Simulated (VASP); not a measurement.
Here is a VASP 6.6.1 calculation.

Contents of INCAR:

```
SYSTEM = Fe
ALGO = Normal
EDIFF = 1E-6
ENCUT = 520
GGA = PE
ISIF = 2
ISMEAR = 0
ISPIN = 2
LASPH = .TRUE.
LCHARG = .FALSE.
LMAXMIX = 4
LORBIT = 11
LREAL = .FALSE.
LWAVE = .FALSE.
MAGMOM = -4 4
NBANDS = 19
NELM = 150
PREC = Accurate
SIGMA = 0.1
```

The input KPOINTS:

```
k-points
0
G
  6 6 4
  0 0 0
```

File POSCAR:

```
Fe
1.0
    1.7000753688     -1.7262356591      0.0000000000
    1.7000753688      1.7262356591      0.0000000000
    0.0000000000      0.0000000000      3.7097032485
Fe
2
Direct
    0.5000000000      0.5000000000      0.5000000000
    0.0000000000      0.0000000000      0.0000000000
```

Potentials or basis: VASP PAW PBE potentials, release 64 (Fe).

Command:

```bash
$ cat potpaw_PBE.64/Fe/POTCAR > POTCAR
$ mpirun -np 1 vasp_std > vasp.out
```

(1) What does it give for the site moments?

(2) Estimate the band gap on the k mesh.

(3) What does it give for the pressure?

(4) Estimate the net moment.

Results:

(1) Fe -1.71, +1.71 μB.

(2) none (metal or under the smearing width).

(3) -0.8 GPa.

(4) 0.00 μB per cell.

Caveat: the k mesh is coarse (spacing up to 0.43 Å⁻¹), so the values aren't converged.
